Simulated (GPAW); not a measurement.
## CoO: changing the Hubbard U on Co d

Symmetry: Fm-3m, No. 225, cubic system. Conventional cell: a = 4.263 Å, b = 4.263 Å, c = 4.263 Å, α = 90.00°, β = 90.00°, γ = 90.00°. Co (site symmetry m-3m) is surrounded by 6 O at 2.13 Å. Around O (site symmetry m-3m) lie 6 Co at 2.13 Å.

Kept alike: task band structure; functional PBEsol; k mesh 11 × 11 × 11; occupations fermi-dirac, width 0.05 eV; collinear spin, ferromagnetic start. Program: GPAW, PAW data sets generated for this functional, cutoff 800 eV. The mesh is that of the run's cell of 2 atoms. No spin-orbit coupling.

| Hubbard U on Co d, U (eV) | pressure (GPa) | largest site moment (μB) |
| --- | --- | --- |
| 0 | -10.00 | 2.53 |
| 1 | -9.07 | 2.61 |
| 2 | -8.54 | 2.64 |
| 3 | -7.97 | 2.67 |
| 4 | -7.36 | 2.70 |
| 6 | -6.08 | ? |
| 8 | -4.82 | 2.78 |

Pressure is positive in compression; the values hold the error of the finite cutoff, so their zero can differ a little from the energy's minimum. For a metal such a mesh leaves the last digits unconverged. The measured crystal is an antiferromagnetic insulator; a metallic or parallel state is the runs' own. How U acts hangs on the program's projectors. The runs hold the magnetic state that their start led to, which needn't be the lowest. Site moments count inside each atom's sphere or projector.

Problem. Fit the rows shown and predict the run at 6 eV.

Solution. A least-squares cubic through the rows shown is largest site moment = 0.000889 U³ - 0.01306 U² + 0.0784 U + 2.534 (largest miss 0.010); at U = 6 it gives 2.73 μB. The run gave: largest site moment 2.75 μB.
